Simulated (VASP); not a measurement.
# Eu: single point with LDA

Crystal: Eu.

```
CELL_PARAMETERS angstrom
-2.05248 2.05248 2.05248
2.05248 -2.05248 2.05248
2.05248 2.05248 -2.05248
ATOMIC_POSITIONS crystal
Eu 0.00000 0.00000 0.00000
```

* Program: VASP 6.6.1
* Task: single point
* Functional: LDA
* Potentials or basis: VASP PAW PBE potentials, release 64 (Eu)
* Cutoff: 520 eV
* k mesh: 16 × 16 × 16
* Occupations: fermi-dirac, width 0.05 eV
* Spin: collinear spin, typed start
* Starting moments: [7.0] μB

```
Pressure                                              : -0.3 GPa
Band gap on the k mesh                                : none (metal or under the smearing width)
Net moment                                            : 7.13 μB per cell
Site moments                                          : Eu +6.64 μB
Valence electrons inside the program's atomic spheres : Eu 14.72
```

Levels at points of the mesh, in eV from the Fermi level:
Spin up:
```tsv
k point	band 10	band 11	band 12	band 13	band 14	band 15
(0.00, 0.00, 0.00)	-0.31	-0.31	-0.25	1.93	1.93	1.93
(0.50, 0.00, 0.00)	-0.34	-0.32	-0.28	0.26	1.76	4.05
(0.50, 0.50, 0.50)	-0.47	-0.27	-0.27	-0.27	6.29	6.30
```
Spin down:
| k point | band 3 | band 4 | band 5 | band 6 | band 7 | band 8 |
| --- | --- | --- | --- | --- | --- | --- |
| (0.00, 0.00, 0.00) | -17.53 | -17.53 | -3.81 | 2.89 | 2.89 | 2.89 |
| (0.50, 0.00, 0.00) | -17.85 | -17.54 | -1.22 | 1.10 | 2.34 | 3.47 |
| (0.50, 0.50, 0.50) | -18.22 | -18.22 | -0.80 | -0.80 | 3.68 | 3.68 |

Wall time 4.9 min on 1 thread of Intel(R) Xeon(R) 6975P-C (Granite Rapids), with other jobs on the host, peak memory 0.29 GiB.

Caveat: the PAW data sets were made with another functional, which shifts forces and pressure a little; spin-orbit coupling is left out, which moves the levels of the heavy elements. The state reached can hang on the start; a lower one may exist.
